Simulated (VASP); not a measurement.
Write the native input for VASP 6.6.1 that does the following.

* Task: relaxation of cell and atoms
* Functional: PBE
* Potentials or basis: VASP PAW PBE potentials, release 64 (W, C)
* Cutoff: 520 eV
* k mesh: 18 × 18 × 14
* Occupations: gaussian, width 0.1 eV
* Spin: no spin polarisation
* Further INCAR settings: ALGO = Fast; EDIFF = 1e-07; IBRION = 2; EDIFFG = -0.002; NSW = 80; ISIF = 3

The structure of WC lies in POSCAR:

```
WC                                      
1.0
    2.9183852127      0.0000000000     -0.0000000000
   -1.4591926064      2.5273957362      0.0000000000
    0.0000000000     -0.0000000000      2.8454521174
  W               C             
     1     1
Direct
     0.0000000000000000    0.0000000000000000    0.0000000000000000
     0.6666666699999979    0.3333333300000021    0.5000000000000000
```

These files were run (other wordings do the same):

INCAR

```
SYSTEM = WC
  PREC = Accurate
  ENCUT = 520
  EDIFF = 1E-7
  ISMEAR = 0
  SIGMA = 0.1
  LREAL = .FALSE.
  LASPH = .TRUE.
  NELM = 80
  ALGO = Fast
  ISIF = 3
  LWAVE = .FALSE.
  LCHARG = .FALSE.
  GGA = PE
  IBRION = 2
  NSW = 80
  EDIFFG = -0.002
```

KPOINTS

```
regular mesh
0
G
  18 18 14
  0 0 0
```

Potentials or basis: VASP PAW PBE potentials, release 64 (W, C).

Launch:

```console
$ cat potpaw_PBE.64/W/POTCAR potpaw_PBE.64/C/POTCAR > POTCAR
$ mpirun -np 1 vasp_std > vasp.out
```

Results of the run:

```json
{
  "Pressure after relaxing": "0.0 GPa",
  "Band gap on the k mesh": "none (metal or under the smearing width)"
}
```

Caveat: the relaxation stopped at its first step, so nothing moved.

It took 35 s on 1 thread of Intel(R) Xeon(R) Platinum 8488C (Sapphire Rapids) (shared host), peak memory 0.2 GiB.
